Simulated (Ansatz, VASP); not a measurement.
## Y: VASP beside Ansatz

```
CELL_PARAMETERS angstrom
-1.90756 1.90756 1.90756
1.90756 -1.90756 1.90756
1.90756 1.90756 -1.90756
ATOMIC_POSITIONS crystal
Y 0.00000 0.00000 0.00000
```

Change from the starting cell: volume scaled by 0.84, LAPW.

Alike in both runs: task single point; functional PBE; k mesh 13 × 13 × 13; occupations fermi-dirac, width 0.08 eV; no spin polarisation.

|  | VASP | Ansatz |
| --- | --- | --- |
| version | VASP 6.6.1 | Ansatz 0.2.0 |
| potentials or method | VASP PAW PBE potentials, release 64 (Y_sv), cutoff 520 eV | all-electron LAPW, scalar-relativistic |

```csv
,VASP,Ansatz,Ansatz less VASP
pressure (GPa),8.5,8.7,+0.19
```

Ansatz ran all-electron here, so the differences hold the error of VASP's frozen core and of both bases.
